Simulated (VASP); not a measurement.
Set up this calculation in VASP 6.6.1, as the native input.

| Item | Value |
| --- | --- |
| Task | single point |
| Functional | PBEsol |
| Potentials or basis | VASP PAW PBE potentials, release 64 (H) |
| Cutoff | 520 eV |
| k mesh | 1 × 1 × 1 |
| Occupations | fermi-dirac, width 0.05 eV |
| Spin | no spin polarisation |
| Dipole correction | no |
| Further INCAR settings | LREAL = Auto; ALGO = Normal; EDIFF = 1e-06; NBANDS = 26 |

The structure of H lies in POSCAR:

```
H
1.0
    6.4633040000      0.0000000000      0.0000000000
    0.0000000000      6.4633040000      0.0000000000
    0.0000000000      0.0000000000      6.4633040000
H
20
Direct
    0.6067330269      0.2437298323      1.0160283347
    0.5788680217      0.3405533764      1.0894582709
    0.8526134621      0.4997289312      0.1358902506
    0.8800761963      0.5873776013      0.0686645716
    1.0730734621      0.4526477480      0.7269811230
    1.1412429309      0.3664689144      0.7567027638
    0.8055632228      0.2558907952      0.3176084554
    0.8691839344      0.1737656159      0.3608525918
    0.2758341554      0.5368771142      0.0881128290
    0.2994134269      0.6262277003      0.0125941778
    0.5627771802     -0.5042158005      0.6693325890
    0.5792702927     -0.4781145990      0.5575321848
   -0.1251991242      0.7926441337      0.4557111966
   -0.0559311461      0.6973213700      0.4483310703
    0.3912859429      1.0142181151      0.5239270813
    0.3159529553      1.1017584814      0.5216527027
   -0.0195565612     -0.1283399326     -0.1272414233
   -0.0218309397     -0.0711091417     -0.0253430753
    0.3220798527      0.0108149021      0.1115528528
    0.2897898660     -0.1035229041      0.1028111938
```

The cell was built by a generator and needn't be a form met in nature.

One way to write it, as run:

INCAR

```
PREC = Accurate ; ENCUT = 520
EDIFF = 1E-6 ; ISMEAR = -1
SIGMA = 0.05 ; LREAL = Auto
LASPH = True ; NELM = 100
ALGO = Normal ; ISIF = 2
LWAVE = False ; LCHARG = True
GGA = PS ; LELF = True
LVHAR = True ; NBANDS = 26
```

KPOINTS

```
regular mesh
0
Gamma
  1 1 1
```

Potentials or basis: VASP PAW PBE potentials, release 64 (H).

The run is started by

```sh
$ cat potpaw_PBE.64/H/POTCAR > POTCAR
$ mpirun -np 1 vasp_gam > vasp.out
```

It gave:

| Quantity | Value |
| --- | --- |
| Pressure | 0.8 GPa |
| Largest force | 1.423 eV/Å |
| Band gap on the k mesh | 8.25 eV, direct |

Caveat: the PAW data sets were made with another functional, which shifts forces and pressure a little.

Wall time 16 s on 1 thread of Intel(R) Xeon(R) 6975P-C (Granite Rapids), on a shared host, peak memory 0.28 GiB.
